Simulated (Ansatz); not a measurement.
# PbSe: the cost of one run

Computed with Ansatz 0.2.0 (DFT PBE, scalar-relativistic, plane waves, PAW, unless a step's input says otherwise).

## (1) The structure to begin with

Symmetry: Fm-3m, No. 225, cubic system. The conventional cell has a = 6.218 Å, b = 6.218 Å, c = 6.218 Å, α = 90.00°, β = 90.00°, γ = 90.00°. Pb (site symmetry m-3m) has 6 Se at 3.11 Å as nearest neighbours. Around Se (site symmetry m-3m) lie 6 Pb at 3.11 Å.

As a file:

```
Pb Se
1.0
    -2.19829    2.19829    3.10931
     2.19829   -2.19829    3.10931
     2.19829    2.19829   -3.10931
Pb Se
1 1
Cartesian
  0.0000 0.0000 3.0945
  0.0000 0.0000 6.1998
```

The cell was relaxed beforehand at this level, from a database cell with other species swapped in; it is a trial structure. At a tolerance of 0.02 Å it has space group Fm-3m (No. 225); it has 30.05 Å³/atom, an uncorrected energy of -0.57 eV/atom over the elements.

## (2) Electronic structure at the relaxed geometry

The input, input.yaml:

```yaml
crystal:
  lattice:
    - [-2.1982917864, 2.1982917864, 3.1093077423]
    - [2.1982917864, -2.1982917864, 3.1093077423]
    - [2.1982917864, 2.1982917864, -3.1093077423]
  atoms:
    - { symbol: Pb, position: [0.497623881, 0.497623881, 0.0] }
    - { symbol: Se, position: [0.9969816041, 0.9969816041, 0.0] }
basis:
  ecutwfc: 420
kpoints:
  mp_grid: { grid: [12, 12, 12] }
  band_path:
    path:
      - [[0.0, 0.0, 0.0], [0.0, 0.0, 0.5], [0.25, 0.25, 0.25], [0.0, 0.5, 0.0], [0.0, 0.0, 0.0], [0.5, 0.5, -0.5], [0.37496352, 0.62503648, -0.37496352]]
      - [[-0.37496352, 0.37496352, 0.37496352], [0.0, 0.0, 0.0]]
      - [[0.0, 0.0, 0.5], [-0.24992705, 0.24992705, 0.5]]
      - [[0.5, 0.5, -0.24992705], [0.5, 0.5, -0.5]]
    npoints: 14
hamiltonian:
  xc: pbe
scf:
  occupations: { method: gaussian, width: 0.02 }
  n_extra_bands: 6
output:
  forces: true
  stress: true
  eigenvalues: true
  populations: true
  dos: { projected: true, de: 0.02, nscf_kmesh: { grid: [18, 18, 18] } }
  bader: true
  write_density: true
  write_potential: true
  elf: true
  volumetric_format: npy
```

On the command line:

```
ansatz run input.yaml --threads 1 --pin off --max-ram 2048MiB --backend cpu --events-out ev --progress --plain --runs-dir out
```

Q: Estimate wall time and peak memory on 1 thread of Arm Neoverse V2, shared host.

About 62 s, with a peak of 0.6 GiB.
